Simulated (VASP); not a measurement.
# GaN: relaxation of cell and atoms with RPBE

GaN:

```
Ga N
1.0
     0.00000    2.25350    2.25350
     2.25350    0.00000    2.25350
     2.25350    2.25350    0.00000
Ga N
1 1
Direct
  0.00000 0.00000 0.00000
  0.25000 0.25000 0.25000
```

The cell is a database's computed one.

```
Program                : VASP 6.6.1
Task                   : relaxation of cell and atoms
Functional             : RPBE
Potentials or basis    : VASP PAW PBE potentials, release 64 (Ga_d, N)
Cutoff                 : 600 eV
k mesh                 : 10 × 10 × 10
Occupations            : gaussian, width 0.02 eV
Spin                   : no spin polarisation
Further INCAR settings : ALGO = Normal; EDIFF = 1e-07; IBRION = 2; EDIFFG = -0.005; NSW = 90; ISIF = 3
```

```yaml
Relaxed_volume: 12.03 Å³/atom
Relaxed_cell: a = 3.241 Å, b = 3.241 Å, c = 3.241 Å, α = 60.00°, β = 60.00°, γ = 60.00°
Space_group_after_relaxing_to_0.05_Å: F-43m (No. 216)
Energy_gained_by_relaxing: 15.5 meV/atom
Ionic_steps: 3
Pressure_after_relaxing: 0.0 GPa
Band_gap_on_the_k_mesh: 1.46 eV, direct
```

The path:
| step | energy change (eV) | largest force (eV/Å) | pressure (GPa) | volume (Å³) |
| --- | --- | --- | --- | --- |
| 1 | 0.0000 | 0.0000 | 8.85 | 22.89 |
| 2 | -0.0124 | 0.0000 | -5.70 | 25.05 |
| 3 | -0.0309 | 0.0000 | -0.03 | 24.06 |

Final structure:
```yaml
crystal:
  lattice:
    - [0.00000, 2.29142, 2.29142]
    - [2.29142, 0.00000, 2.29142]
    - [2.29142, 2.29142, 0.00000]
  atoms:
    - { symbol: Ga, position: [0.00000, 0.00000, 0.00000] }
    - { symbol: N, position: [0.25000, 0.25000, 0.25000] }
```

Levels at points of the mesh, in eV from the valence-band top:
| k point | band 5 | band 6 | band 7 | band 8 | band 9 | band 10 | band 11 | band 12 | band 13 |
| --- | --- | --- | --- | --- | --- | --- | --- | --- | --- |
| (0.00, 0.00, 0.00) | -13.15 | -13.15 | 0.00 | 0.00 | 0.00 | 1.46 | 10.06 | 10.06 | 10.06 |
| (0.50, 0.00, 0.00) | -13.11 | -11.92 | -6.68 | -0.90 | -0.90 | 4.38 | 8.56 | 10.17 | 10.17 |
| (0.50, 0.50, 0.00) | -13.08 | -11.50 | -5.89 | -2.52 | -2.52 | 3.40 | 6.45 | 11.50 | 13.54 |

Run time: 24 s on 1 thread of Intel(R) Xeon(R) 6975P-C (Granite Rapids), with other jobs on the host, peak memory 0.17 GiB.

Caveat: the PAW data sets were made with another functional, which shifts forces and pressure a little.
